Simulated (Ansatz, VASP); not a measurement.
AgCl: VASP beside Ansatz

INCAR

```
ALGO     = Fast           # electronic algorithm
EDIFF    = 1E-7           # SCF threshold, eV
ENCUT    = 520            # plane-wave cutoff, eV
GGA      = PE             # functional
ISIF     = 2              # what is computed and relaxed
ISMEAR   = 0              # smearing method
LASPH    = T              # aspherical terms in the spheres
LCHARG   = T              # write CHGCAR
LELF     = T              # ELF
LREAL    = F              # projectors in reciprocal space
LVHAR    = T            
LWAVE    = F              # write WAVECAR
NBANDS   = 16             # bands
NELM     = 60             # most SCF steps
PREC     = Accurate       # precision mode
SIGMA    = 0.05           # smearing width, eV
```

The input KPOINTS:

```
k-points
0
Gamma
  8 8 8
```

Contents of POSCAR:

```
AgCl
1.0
    0.0000000000      2.6937819368      2.8060228508
    2.6937819368      0.0000000000      2.8060228508
    2.6937819368      2.6937819368      0.0000000000
Ag Cl
1 1
Direct
    0.4700640907      0.5299359093      0.5299359093
    0.0910897785     -0.0910897785     -0.0910897785
```

Input for Ansatz:

```yaml
crystal:
  lattice:
    - [0.0, 2.6937819368, 2.8060228508]
    - [2.6937819368, 0.0, 2.8060228508]
    - [2.6937819368, 2.6937819368, 0.0]
  atoms:
    - { symbol: Ag, position: [0.4700640907, 0.5299359093, 0.5299359093] }
    - { symbol: Cl, position: [0.0910897785, -0.0910897785, -0.0910897785] }
basis:
  ecutwfc: 420
kpoints:
  mp_grid: { grid: [8, 8, 8] }
hamiltonian:
  xc: pbe
scf:
  occupations: { method: gaussian, width: 0.05 }
output:
  forces: true
  stress: true
  eigenvalues: true
```

Change from the starting cell: mode 4 frozen in at -0.511 Å, equal normal strain along x and y -0.0400.

Alike in both runs: task single point; functional PBE; k mesh 8 × 8 × 8; occupations gaussian, width 0.05 eV; no spin polarisation.

|  | VASP | Ansatz |
| --- | --- | --- |
| version | VASP 6.6.1 | Ansatz 0.2.0 |
| potentials or method | VASP PAW PBE potentials, release 64 (Ag, Cl) | scalar-relativistic, plane waves, PAW |
| plane-wave cutoff (eV) | 520 | 420 |
| valence electrons in the cell | 18 | 26 |

|  | VASP | Ansatz | Ansatz less VASP |
| --- | --- | --- | --- |
| gap on the k mesh at the Fermi level (eV) | 1.32 | 1.32 | 0.000 |
| least direct gap on the mesh (eV) | 1.68 | 1.67 | -0.007 |
| pressure (GPa) | 19.9 | 20.1 | +0.29 |
| largest component of the traceless stress (GPa) | 31.68 | 32.03 | +0.348 |
| rms of the force components (eV/Å) | 3.397 | 3.436 | +0.0389 |

Atom by atom the forces differ by 0.039 eV/Å (rms over components). The two sets of potentials don't hold the same shells in valence.

Caveats: so large a pressure means that the cell lies far from this level's equilibrium, or that cutoff or potentials fall short (VASP); forces of over 1 eV/Å show positions far from the minimum, so gaps and moduli don't describe the material at rest. A k mesh can miss the band edges.
